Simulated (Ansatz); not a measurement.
**Elastic constants of InSb: input and output**

Computed with DFT HSE06, scalar-relativistic, plane waves, PAW in Ansatz 0.2.0.

Launched with:
```bash
ansatz run input.yaml --threads 4 --pin off --max-ram 12288MiB --backend cpu --events-out ev --progress --plain --runs-dir out
```

Input (bare energies are in eV):
```yaml
crystal:
  lattice:
    - [0.0, 3.0323, 3.0323]
    - [3.0323, 0.0, 3.0323]
    - [3.0323, 3.0323, 0.0]
  atoms:
    - { symbol: In, position: [0.0, 0.0, 0.0] }
    - { symbol: Sb, position: [0.5, 0.5, 0.5] }
basis:
  ecutwfc: 420
kpoints:
  mp_grid: { grid: [10, 10, 10] }
hamiltonian:
  xc: hse06
scf:
  occupations: { method: fermi_dirac, width: 0.15 }
output:
  forces: true
  stress: true
  eigenvalues: true
elastic:
  mode: relaxed_ion
  amplitude: 0.005
```

From the output:
```
--- Elastic constants: 2 strain directions × 4 members + reference (group order 48) ---
  dense FFT box of the reference and of every strained cell: 30×30×30
  strains applied: 11, 23; error gains: componentwise 1.00 (the most a stress slope's error grows in a printed constant), spectral 1.73 (1 for all six strains in a standard setting)
  C = ∂σ_k/∂η_j (tension-positive GPa; Voigt order 11 22 33 23 13 12):
       118.761     24.955     24.955     -0.000      0.000      0.000
        24.955    118.761     24.955      0.000     -0.000     -0.000
        24.955     24.955    118.761      0.000     -0.000     -0.000
         0.000     -0.000     -0.000      8.744      0.000      0.000
         0.000      0.000     -0.000      0.000      8.744      0.000
        -0.000      0.000      0.000     -0.000     -0.000      8.744
  reference stress σ⁰ (GPa):     -0.298     -0.298     -0.298      0.000      0.000      0.000
  C* (energy form; C + prestress term) asymmetry max|C*_kj − C*_jk| = 1.421e-14 GPa — a small one proves nothing (zero by symmetry where the batch's group is 432, −43m or m−3m); a large one is finite-difference/SCF noise where every solve ...
  moduli (Voigt/Reuss/Hill, GPa): K = 56.22/56.22/56.22   G = 24.01/12.96/18.49   E = 49.98   ν = 0.352
  mechanically stable: yes (min eigenvalue of sym C = 8.74 GPa)
  strain η (Voigt 11):  stress-route row diagonal C_11 = 118.76 GPa, energy-path curvature d²(F+E_count+ΔE)/dδ²/Ω₀ = 118.77 GPa
    cells at ±δ against ±2δ: C11 118.83 and 119.03 GPa, apart by 0.17 % of the column's largest entry
         δ    σ_11 (GPa) F (eV) n_scf n_hpsi n_pw
    -1.000e-2      -1.5633      -12090.4837964      31  169241   1098   relax 0 steps, max|allowed force component| 1.03e-29 eV/Å
    -5.000e-3      -0.9108      -12090.4859390      31  169362   1106   relax 0 steps, max|allowed force component| 1.17e-29 eV/Å
     5.000e-3       0.2775      -12090.4869915      31  169550   1109   relax 0 steps, max|allowed force component| 7.89e-30 eV/Å
     1.000e-2       0.8173      -12090.4860271      32  172339   1116   relax 0 steps, max|allowed force component| 3.94e-30 eV/Å
  strain η (Voigt 23):  stress-route row diagonal C_44 = 8.74 GPa, energy-path curvature d²(F+E_count+ΔE)/dδ²/Ω₀ = 8.85 GPa
    cells at ±δ against ±2δ: C44 8.75 and 8.77 GPa, apart by 0.24 % of the column's largest entry
         δ    σ_23 (GPa) F (eV) n_scf n_hpsi n_pw
    -1.000e-2      -0.0877      -12090.4868274      31  282665   1106   relax 0 steps, max|allowed force component| 2.75e-29 eV/Å
    -5.000e-3      -0.0438      -12090.4869418      30  278325   1107   relax 0 steps, max|allowed force component| 4.42e-29 eV/Å
     5.000e-3       0.0438      -12090.4869418      30  278097   1107   relax 0 steps, max|allowed force component| 3.16e-29 eV/Å
     1.000e-2       0.0877      -12090.4868274      31  282583   1106   relax 0 steps, max|allowed force component| 5.50e-29 eV/Å
```

The run took 14 min on 4 threads of Intel(R) Xeon(R) Platinum 8488C (Sapphire Rapids) (shared host), peak memory 9 GiB.

The cell is the ideal cubic rocksalt prototype; this isn't the usual structure of the compound. In a metal, frequencies and elastic constants depend on the k mesh and the smearing, soft modes and shear constants most.

The least eigenvalue is 8.7 GPa; in a metal on this mesh the verdict on stability isn't firm within about 20 GPa or a tenth of the bulk modulus.